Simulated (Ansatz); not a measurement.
Density of states of SiO₂ (P6_422, a = 5.039 Å, b = 5.039 Å, c = 5.525 Å, α = 90.00°, β = 90.00°, γ = 120.00°), in states per eV and primitive cell, averaged over bins of 0.4 eV. The calculation used DFT LDA, scalar-relativistic, plane waves, PAW (Ansatz 0.2.0).

Plane waves to 420 eV, a k mesh through Γ of 6×6×4 on the computed 9-atom cell and Gaussian smearing (0.02 eV); no spin polarisation.

The cell is relaxed at this level. The states (both spins) are summed by tetrahedra on a 9×9×6 mesh at the self-consistent density. Energies are bin centres; the table starts no lower than −8 eV and ends at 6 eV, or lower where the solved bands end.

The gap is 5.49 eV at this level, with the zero inside it.

| E − E_F (eV) | total | O 2p | Si 3p | O 2s | Si 3s |
| --- | --- | --- | --- | --- | --- |
| -7.85 | 4.46 | 3.55 | 0.83 | 0.01 | 0.01 |
| -7.45 | 1.52 | 1.24 | 0.26 | 0.00 | 0.00 |
| -7.05 | 0.00 | 0.00 | 0.00 | 0.00 | 0.00 |
| -6.65 | 0.00 | 0.00 | 0.00 | 0.00 | 0.00 |
| -6.25 | 0.24 | 0.18 | 0.04 | 0.01 | 0.00 |
| -5.85 | 9.12 | 7.40 | 1.03 | 0.52 | 0.02 |
| -5.45 | 5.67 | 5.10 | 0.30 | 0.13 | 0.01 |
| -5.05 | 9.73 | 8.94 | 0.38 | 0.18 | 0.01 |
| -4.65 | 7.10 | 6.58 | 0.29 | 0.08 | 0.00 |
| -4.25 | 6.84 | 6.43 | 0.22 | 0.06 | 0.01 |
| -3.85 | 5.98 | 5.69 | 0.15 | 0.03 | 0.00 |
| -3.45 | 6.48 | 6.21 | 0.13 | 0.05 | 0.00 |
| -3.05 | 7.14 | 6.98 | 0.07 | 0.03 | 0.00 |
| -2.65 | 1.68 | 1.67 | 0.01 | 0.00 | 0.00 |
| -2.25 | 0.00 | 0.00 | 0.00 | 0.00 | 0.00 |
| -1.85 | 0.00 | 0.00 | 0.00 | 0.00 | 0.00 |
| -1.45 | 0.00 | 0.00 | 0.00 | 0.00 | 0.00 |
| -1.05 | 0.00 | 0.00 | 0.00 | 0.00 | 0.00 |
| -0.65 | 0.00 | 0.00 | 0.00 | 0.00 | 0.00 |
| -0.25 | 0.00 | 0.00 | 0.00 | 0.00 | 0.00 |
| 0.15 | 0.00 | 0.00 | 0.00 | 0.00 | 0.00 |
| 0.55 | 0.00 | 0.00 | 0.00 | 0.00 | 0.00 |
| 0.95 | 0.00 | 0.00 | 0.00 | 0.00 | 0.00 |
| 1.35 | 0.00 | 0.00 | 0.00 | 0.00 | 0.00 |
| 1.75 | 0.00 | 0.00 | 0.00 | 0.00 | 0.00 |
| 2.15 | 0.00 | 0.00 | 0.00 | 0.00 | 0.00 |
| 2.55 | 0.00 | 0.00 | 0.00 | 0.00 | 0.00 |
| 2.95 | 0.11 | 0.00 | 0.01 | 0.02 | 0.05 |
| 3.35 | 0.29 | 0.01 | 0.05 | 0.06 | 0.11 |
| 3.75 | 0.46 | 0.03 | 0.10 | 0.09 | 0.15 |
| 4.15 | 0.65 | 0.05 | 0.18 | 0.12 | 0.18 |
| 4.55 | 0.95 | 0.08 | 0.30 | 0.17 | 0.23 |
| 4.95 | 1.33 | 0.12 | 0.46 | 0.23 | 0.29 |
| 5.35 | 1.24 | 0.12 | 0.43 | 0.22 | 0.29 |
| 5.75 | 2.98 | 0.24 | 1.31 | 0.47 | 0.39 |

The columns after the total are the Löwdin projections on the occupied valence shells of the potentials. The rest of the total lies in shells that are empty in the free atom, which aren't projected, and between the atoms.

This form isn't the usual stable structure of the compound.

Cost: 1 run of about 5 core-minutes, on Intel Xeon Processor @ 2.50GHz (Skylake/Cascade Lake) (shared hosts).